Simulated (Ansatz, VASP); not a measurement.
Two plane-wave programs on AlN

File INCAR:

```
  PREC = Accurate
  ENCUT = 520
  EDIFF = 1E-6
  ISMEAR = 0
  SIGMA = 0.05
  LREAL = F
  LASPH = T
  NELM = 60
  ALGO = Normal
  ISIF = 2
  LWAVE = F
  LCHARG = F
  NBANDS = 16
```

The input KPOINTS:

```
regular mesh
0
Gamma
  9 9 6
```

File POSCAR:

```
AlN
1.0
    3.0886152929      0.0000000000      0.0000000000
   -1.5443076465      2.6748193062      0.0000000000
    0.0000000000      0.0000000000      4.9435842906
Al N
2 2
Direct
    0.3054891404      0.6666666667      0.0015210182
    0.6945108596      0.3333333333      0.5015210182
    0.3581834940      0.6666666667      0.3834789818
    0.6418165060      0.3333333333      0.8834789818
```

Input for Ansatz:

```yaml
crystal:
  lattice:
    - [3.0886152929, 0.0, 0.0]
    - [-1.5443076465, 2.6748193062, 0.0]
    - [0.0, 0.0, 4.9435842906]
  atoms:
    - { symbol: Al, position: [0.3054891404, 0.6666666667, 0.0015210182] }
    - { symbol: Al, position: [0.6945108596, 0.3333333333, 0.5015210182] }
    - { symbol: "N", position: [0.358183494, 0.6666666667, 0.3834789818] }
    - { symbol: "N", position: [0.641816506, 0.3333333333, 0.8834789818] }
basis:
  ecutwfc: 520.0
kpoints:
  mp_grid: { grid: [9, 9, 6] }
hamiltonian:
  xc: lda
  pseudopotentials: { kind: paw, azcp: { folder: soft_1 } }
scf:
  occupations: { method: gaussian, width: 0.05 }
output:
  forces: true
  stress: true
  eigenvalues: true
  write_density: true
  write_potential: true
  elf: true
  volumetric_format: npy
```

Change from the starting cell: mode 4 frozen in at -0.086 Å, equal normal strain along x, y and z +0.0000.

Alike in both runs: task single point; functional LDA; k mesh 9 × 9 × 6; occupations gaussian, width 0.05 eV; no spin polarisation.

|  | VASP | Ansatz |
| --- | --- | --- |
| version | VASP 6.6.1 | Ansatz 0.2.0 |
| potentials or method | VASP PAW LDA potentials, release 64 (Al, N) | scalar-relativistic, plane waves, PAW |
| plane-wave cutoff (eV) | 520 | 520 |
| valence electrons in the cell | 16 | 16 |

|  | VASP | Ansatz | Ansatz less VASP |
| --- | --- | --- | --- |
| gap on the k mesh at the Fermi level (eV) | 4.33 | 4.33 | -0.008 |
| least direct gap on the mesh (eV) | 4.33 | 4.33 | -0.008 |
| pressure (GPa) | 0.4 | -0.2 | -0.62 |
| largest component of the traceless stress (GPa) | 0.47 | 0.49 | +0.020 |
| rms of the force components (eV/Å) | 0.223 | 0.223 | +0.0001 |

Atom by atom the forces differ by 0.002 eV/Å (rms over components). Ansatz warned: «pseudo_functional_mismatch».

Caveats: an odd mesh through Γ misses points on the zone boundary, where band edges often lie.
